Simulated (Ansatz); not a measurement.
Write the native input for Ansatz 0.2.0 that does the following.

```
Task                : projected density of states
Functional          : PBEsol
Potentials or basis : Ansatz PAW
Cutoff              : 420 eV (not typed: the program's choice for these potentials)
k mesh              : 6 × 6 × 6
Occupations         : fermi-dirac, width 0.05 eV
Spin                : no spin polarisation
```

Crystal: HfN.

```
Hf N
1.0
     0.00000    2.25600    2.25600
     2.25600    0.00000    2.25600
     2.25600    2.25600    0.00000
Hf N
1 1
Direct
  0.00000 0.00000 0.00000
  0.50000 0.50000 0.50000
```

One way to write it, as run:

input.yaml

```yaml
crystal:
  lattice:
    - [0.0, 2.256, 2.256]
    - [2.256, 0.0, 2.256]
    - [2.256, 2.256, 0.0]
  atoms:
    - { symbol: Hf, position: [0.0, 0.0, 0.0] }
    - { symbol: "N", position: [0.5, 0.5, 0.5] }
hamiltonian:
  xc: pbesol
  pseudopotentials: { kind: paw }
kpoints:
  mp_grid: { grid: [6, 6, 6] }
scf:
  occupations: { method: fermi_dirac, width: 0.05 }
  n_extra_bands: 6
output:
  forces: true
  stress: true
  eigenvalues: true
  dos: { projected: true, de: 0.05, nscf_kmesh: { grid: [9, 9, 9] } }
```

Potentials or basis: Ansatz PAW.

Launch:

```console
$ ansatz run input.yaml --threads 2 --pin off --max-ram 5632MiB --backend cpu --events-out ev --progress --plain --runs-dir out
```

Results of the run:

The pressure is -2.1 GPa. The band gap on the k mesh is none (metal or under the smearing width) and the density of states at the Fermi level is 0.64 states/eV per cell.

Caveat: the k mesh is coarse (spacing up to 0.40 Å⁻¹), so the values aren't converged; the pressure holds a Pulay correction of +0.5 GPa for the finite cutoff; the PAW data sets come from PBE, with cores solved anew for the run's functional, which leaves a small shift of forces and pressure.

It took 1.2 s on 2 threads of Intel(R) Xeon(R) Platinum 8488C (Sapphire Rapids) (shared host), peak memory 0.34 GiB.
